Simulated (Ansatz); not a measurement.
**Mn, bcc: how the functional moves the structure**

All rows: Ansatz, plane waves with scalar-relativistic PAW, 420 eV (500 eV for the SCAN forms), relaxed under each functional, no dispersion correction, no zero-point motion. B₀ comes from uniform scaling at fixed shape; a dash is a value not given.

```json
{"functional": "r²SCAN", "V (Å³/atom)": "14.93", "cell": "a = 3.103 Å", "B₀ (GPa)": "81", "magnetic state": "antiferromagnetic, largest moment 3.83 μB in the atomic sphere", "ΔE to alpha-Mn (A12) (meV/atom)": "-111"}
{"functional": "PBEsol", "V (Å³/atom)": "10.48", "cell": "a = 2.757 Å", "B₀ (GPa)": "-", "magnetic state": "ferromagnetic, net 0.61 μB per atom", "ΔE to alpha-Mn (A12) (meV/atom)": "172"}
{"functional": "LDA", "V (Å³/atom)": "10.13", "cell": "a = 2.727 Å", "B₀ (GPa)": "330", "magnetic state": "spin not included", "ΔE to alpha-Mn (A12) (meV/atom)": "178"}
{"functional": "revPBE", "V (Å³/atom)": "11.10", "cell": "a = 2.810 Å", "B₀ (GPa)": "228", "magnetic state": "ferromagnetic, net 0.90 μB per atom", "ΔE to alpha-Mn (A12) (meV/atom)": "169"}
{"functional": "RPBE", "V (Å³/atom)": "13.88", "cell": "a = 3.028 Å", "B₀ (GPa)": "58", "magnetic state": "antiferromagnetic, largest moment 3.14 μB in the atomic sphere", "ΔE to alpha-Mn (A12) (meV/atom)": "154"}
```

Q: What does PBE give?

A: V (Å³/atom): 10.92; cell: a = 2.795 Å; magnetic state: ferromagnetic, net 0.84 μB per atom; ΔE to alpha-Mn (A12) (meV/atom): 168.
